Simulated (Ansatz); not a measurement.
AlP (F-43m) under several functionals

**The experiment to reproduce.**

A printed reference work, textbook reports, for a bulk crystal of AlP at 298 K: lattice constant a 5.4635 ± 0.0004 Å.

Plane-wave DFT in Ansatz with scalar-relativistic PAW potentials. The same structure was relaxed (cell and atoms, symmetry kept) in separate runs at each level. No spin polarisation.

| level | cutoff (eV) | k mesh | V (Å³/atom) | a (Å) | gap (eV) |
| --- | --- | --- | --- | --- | --- |
| LDA | 420 | 8×8×8 | 20.057 | 5.434 | 1.42 |
| PBE+D3(BJ) | 420 | 8×8×8 | 20.257 | 5.452 | 1.57 |
| r2SCAN | 500 | 8×8×8 | 20.554 | 5.479 | 1.93 |
| PBE | 420 | 8×8×8 | 20.874 | 5.507 | 1.63 |

Where does PBEsol (420 eV, k mesh 8×8×8) fall?

V (Å³/atom) 20.462, a (Å) 5.470, gap (eV) 1.45. Its volume is between those of PBE+D3(BJ) and r2SCAN. The usual order of volumes, LDA < PBEsol < PBE, holds here (20.057, 20.462, 20.874 Å³/atom). As a rule LDA overbinds; PBEsol, built on the gradient expansion of slowly varying densities, lies between LDA and PBE; PBE's stronger gradient term for exchange weakens bonds. Adding D3 to PBE changes the volume by -3.0 %; the term is attractive, so it pulls cells in. r2SCAN lies 1.5 % under PBE in volume. Each gap belongs to its own cell, so it mixes the functional's effect with that of the volume; gaps are the least found on the k mesh or on a band path.

For PBE: Against the measured lattice constant a of AlP, 5.4635 Å (298 K; a printed reference work, textbook), the calculated 5.507 Å is off by +0.8 %. The calculations are for 0 K without zero-point motion.